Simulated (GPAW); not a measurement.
## GaSb in GPAW: the effect of functional

GaSb:

```
CELL_PARAMETERS angstrom
0.00000 3.05900 3.05900
3.05900 0.00000 3.05900
3.05900 3.05900 0.00000
ATOMIC_POSITIONS crystal
Sb 0.75000 0.75000 0.75000
Ga 0.00000 0.00000 0.00000
```

Alike in all runs:

```yaml
Program: GPAW 26.7.0
Task: band structure
Cutoff: 600 eV
Basis: pw
k_mesh: 8 × 8 × 8
Occupations: fermi-dirac, width 0.05 eV
Spin: no spin polarisation
```

Task: One run gave: pressure 5.2 GPa. Which functional did it use?
A. r2SCAN
B. LDA
C. BLYP
D. RPBE
E. PBE

Result: C.

```csv
functional,potentials or basis,pressure (GPa)
LDA,the program's PAW data sets (release 1.2.1) made for this functional,-1.8
PBE,GPAW PAW data sets (gpaw-data 1.2.1),2.3
PBEsol,PAW data sets generated in the run's folder for this functional,-0.1
RPBE,the program's PAW data sets (release 1.2.1) made for this functional,4.0
revPBE,the program's PAW data sets (release 1.2.1) made for this functional,3.5
BLYP,PAW data sets generated in the run's folder for this functional,5.2
r2SCAN,GPAW PAW data sets (gpaw-data 1.2.1),0.2
```

Caveats: the PAW data sets were made with another functional, which shifts forces and pressure a little (some runs).
